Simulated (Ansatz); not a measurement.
# Cu, Cu31 defect cell: relaxing cell and atoms, single point and relaxing the atoms, part 2 of 2

Aim: for Cu, Cu31 defect cell, 3 runs in a chain (relaxing cell and atoms, single point and relaxing the atoms).

Ansatz 0.2.0; DFT LDA, scalar-relativistic, plane waves, PAW. The steps go on from the part before.

### 3 Single point

It takes the final geometry of step 2: a supercell is built.

Contents of input.yaml:

```yaml
crystal:
  lattice:
    - [7.0353048033, 0.0, 0.0]
    - [0.0, 7.0353048033, 0.0]
    - [0.0, 0.0, 7.0353048033]
  atoms:
    - { symbol: Cu, position: [0.5, 0.0, 0.0] }
    - { symbol: Cu, position: [0.75, 0.25, 0.0] }
    - { symbol: Cu, position: [0.75, 0.0, 0.25] }
    - { symbol: Cu, position: [0.0, 0.0, 0.0] }
    - { symbol: Cu, position: [0.25, 0.25, 0.0] }
    - { symbol: Cu, position: [0.5, 0.5, 0.0] }
    - { symbol: Cu, position: [0.75, 0.75, 0.0] }
    - { symbol: Cu, position: [0.25, 0.0, 0.25] }
    - { symbol: Cu, position: [0.5, 0.25, 0.25] }
    - { symbol: Cu, position: [0.75, 0.5, 0.25] }
    - { symbol: Cu, position: [0.5, 0.0, 0.5] }
    - { symbol: Cu, position: [0.75, 0.25, 0.5] }
    - { symbol: Cu, position: [0.75, 0.0, 0.75] }
    - { symbol: Cu, position: [0.0, 0.5, 0.0] }
    - { symbol: Cu, position: [0.25, 0.75, 0.0] }
    - { symbol: Cu, position: [0.0, 0.25, 0.25] }
    - { symbol: Cu, position: [0.25, 0.5, 0.25] }
    - { symbol: Cu, position: [0.5, 0.75, 0.25] }
    - { symbol: Cu, position: [0.0, 0.0, 0.5] }
    - { symbol: Cu, position: [0.25, 0.25, 0.5] }
    - { symbol: Cu, position: [0.5, 0.5, 0.5] }
    - { symbol: Cu, position: [0.75, 0.75, 0.5] }
    - { symbol: Cu, position: [0.25, 0.0, 0.75] }
    - { symbol: Cu, position: [0.5, 0.25, 0.75] }
    - { symbol: Cu, position: [0.75, 0.5, 0.75] }
    - { symbol: Cu, position: [0.0, 0.75, 0.25] }
    - { symbol: Cu, position: [0.0, 0.5, 0.5] }
    - { symbol: Cu, position: [0.25, 0.75, 0.5] }
    - { symbol: Cu, position: [0.0, 0.25, 0.75] }
    - { symbol: Cu, position: [0.25, 0.5, 0.75] }
    - { symbol: Cu, position: [0.5, 0.75, 0.75] }
    - { symbol: Cu, position: [0.0, 0.75, 0.75] }
scf:
  occupations: { method: gaussian, width: 0.1 }
output:
  forces: true
  stress: true
  eigenvalues: true
kpoints:
  mp_grid: { grid: [8, 8, 8] }
hamiltonian:
  xc: lda
  pseudopotentials: { kind: paw, azcp: { folder: soft_1 } }
```

On the command line:

```
ansatz run input.yaml --threads 8 --pin off --max-ram 16384MiB --backend cpu --events-out ev --progress --plain --runs-dir out
```

The program printed (excerpt; [...] marks lines left out):

```text
Warning: <dir> the record states the generating functional pbe (its physics header spells it `PBE`), which answers neither for hamiltonian.xc's functional nor for the lda family's — results may be inconsistent (PPs are generated against a specific XC)
Warning: RAYON_NUM_THREADS=8 ignored (pool sized by the plan → 8); use --threads N
[...]
Pseudopotentials: kind: paw
Pseudopotential: Cu, paw, valence charge 19, recommended cutoff 420 eV (normal), <dir>
Functional definition: SPW92
[...]
Crystal: 32 atoms, lattice volume = 348.216 Å³
Basis set: ecut = 420 eV, 6859 PW (Γ)
Bands: 365, of which v1, the nominal top of the filled ones, is band 304 counted from 1 (303 counted from 0)
Symmetry: 1536 space group operations
Space group: Fm-3m (ITA 225), of the structure as read, at distance tolerance 7.0e-5 Å
k-points: 35 of 512
[...]
SCF iter   1: F=—  HF=-209820.915096 eV  |F-HF|=—  |Δ(HF+E_count)|=         —  Δρ=3.12e-1  dr2=1.95e2  ethr=3.10e-3  ⟨swp⟩=5.1  Hψ=40998  notcnv=0  defer=49
[...]
SCF iter   9: F=-209783.140874 eV  HF=-209783.140874 eV  |F-HF|=5.82e-11  |Δ(HF+E_count)|=   1.24e-8  Δρ=1.02e-6  dr2=1.61e-9  ethr=1.64e-11  ⟨swp⟩=8.3  Hψ=51840  notcnv=0
[...]
SCF converged after 9 iterations
Free energy (F): -209783.140874 eV
[...]
E sigma→0 (E₀):  -209783.119674 eV
Entropy (-TS):   -0.042399 eV (-1.325 meV/atom)
Fermi energy:    17.738303 eV
[...]
--- Forces (eV/Å), atoms counted from 1 ---
  atom   1  Cu     0.00000000     0.00000000    -0.00000000
  atom   2  Cu     0.00000000    -0.00000000    -0.00000000
  atom   3  Cu    -0.00000000     0.00000000     0.00000000
  atom   4  Cu    -0.00000000     0.00000000     0.00000000
  atom   5  Cu    -0.00000000    -0.00000000     0.00000000
  atom   6  Cu    -0.00000000    -0.00000000     0.00000000
  atom   7  Cu    -0.00000000    -0.00000000    -0.00000000
  atom   8  Cu     0.00000000    -0.00000000    -0.00000000
[...]
--- Stress (GPa, compression-positive) ---
        0.039995      -0.000000       0.000000
        0.000000       0.039995      -0.000000
        0.000000      -0.000000       0.039995
  P = ⅓ Tr σ = 0.0400 GPa (0.400 kbar)
--- Band table (eV; the first three rows and the last of 35) ---
[...]
```

Wall time 28 s (8 threads of Intel Xeon 6975P-C (Granite Rapids), shared host); peak memory 6.3 GiB.

### 4 Relaxing the atoms: Cu31 defect cell

It takes the final geometry of step 2: a supercell is built; 1 atom is removed.

input.yaml: that of step 3 with these lines changed.

```diff
@@ -6,3 +6,2 @@
   atoms:
-    - { symbol: Cu, position: [0.5, 0.0, 0.0] }
     - { symbol: Cu, position: [0.75, 0.25, 0.0] }
@@ -42,3 +41,3 @@
   forces: true
-  stress: true
+  stress: false
   eigenvalues: true
@@ -49 +48,4 @@
   pseudopotentials: { kind: paw, azcp: { folder: soft_1 } }
+relax:
+  f_tol: 0.01
+  max_steps: 25
```

On the command line:

```
ansatz run input.yaml --threads 8 --pin off --max-ram 16384MiB --backend cpu --events-out ev --progress --plain --runs-dir out
```

The program printed (excerpt; [...] marks lines left out):

```text
Warning: <dir> the record states the generating functional pbe (its physics header spells it `PBE`), which answers neither for hamiltonian.xc's functional nor for the lda family's — results may be inconsistent (PPs are generated against a specific XC)
Warning: RAYON_NUM_THREADS=8 ignored (pool sized by the plan → 8); use --threads N
[...]
[... 3 set-up lines as earlier in the session ...]
[...]
Crystal: 31 atoms, lattice volume = 348.216 Å³
Basis set: ecut = 420 eV, 6859 PW (Γ)
Bands: 354, of which v1, the nominal top of the filled ones, is band 295 counted from 1 (294 counted from 0)
[... 1 set-up line as earlier in the session ...]
Space group: Pm-3m (ITA 221), of the structure as read, at distance tolerance 7.0e-5 Å
k-points: 35 of 512
[...]
SCF iter   1: F=—  HF=-203262.287012 eV  |F-HF|=—  |Δ(HF+E_count)|=         —  Δρ=3.07e-1  dr2=1.90e2  ethr=3.10e-3  ⟨swp⟩=4.8  Hψ=38150  notcnv=0  defer=149
[...]
    - { symbol: Cu, position: [0.5, 0.7530938560641284, 0.24690614393587174] }
    - { symbol: Cu, position: [1.252755165670179e-19, 2.7839003681559497e-20, 0.5] }
    - { symbol: Cu, position: [0.2508728699706601, 0.24912713002933992, 0.5] }
    - { symbol: Cu, position: [0.5, 0.5, 0.5] }
    - { symbol: Cu, position: [0.7491271300293398, 0.7508728699706602, 0.5] }
    - { symbol: Cu, position: [0.2530938560641283, 2.7839003681559545e-20, 0.7530938560641284] }
    - { symbol: Cu, position: [0.5, 0.24690614393587174, 0.7530938560641284] }
    - { symbol: Cu, position: [0.7491271300293398, 0.5, 0.7508728699706602] }
    - { symbol: Cu, position: [1.2527551656701794e-19, 0.7508728699706602, 0.24912713002933992] }
    - { symbol: Cu, position: [1.252755165670181e-19, 0.5, 0.5] }
    - { symbol: Cu, position: [0.2508728699706601, 0.7508728699706602, 0.5] }
    - { symbol: Cu, position: [1.2527551656701792e-19, 0.24912713002933992, 0.7508728699706602] }
    - { symbol: Cu, position: [0.2508728699706601, 0.5, 0.7508728699706602] }
    - { symbol: Cu, position: [0.5, 0.7530938560641284, 0.7530938560641284] }
    - { symbol: Cu, position: [1.2527551656701794e-19, 0.7508728699706602, 0.7508728699706602] }
```

It took 2.2 min on 8 threads of Intel Xeon 6975P-C (Granite Rapids), shared host; peak memory 6.3 GiB.

The steps of the relaxation:

| step | energy from step 1 (eV/cell) | largest force component (eV/Å) |
| --- | --- | --- |
| 1 | 0.0000 | 0.1677 |
| 2 | -0.0235 | 0.1183 |
| 3 | -0.0457 | 0.0034 |
| 4 | -0.0457 | 0.0034 |

Step 1 is the start.

### 5 The runs side by side

This closing draws on all 2 parts.

| step | system | k mesh | energy (eV) | gap on the mesh (eV) | time |
| --- | --- | --- | --- | --- | --- |
| 2 | Cu | 38×38×38 | -6555.722 | 0.00 | 11 s |
| 3 | Cu | 8×8×8 | -209783.120 | 0.00 | 28 s |
| 4 | Cu31 defect cell | 8×8×8 | -203226.112 | 0.00 | 2.2 min |

Totals of different systems or levels have different zeros; only balanced differences at one level mean anything.

| quantity | value |
| --- | --- |
| relaxed cell, step 2 (conventional) | a = 3.518 Å, b = 3.518 Å, c = 3.518 Å, α = 90.00°, β = 90.00°, γ = 90.00° |

**Reading.** A measured lattice constant a of Cu is 3.615 Å (300 K; quoted in “Multiple origins of extra electron diffractions in fcc metals”, 2023, arxiv:2311.10326); the calculated 3.518 Å misses it by -2.7 %. That is the cell relaxed with LDA, without thermal expansion or zero-point motion.
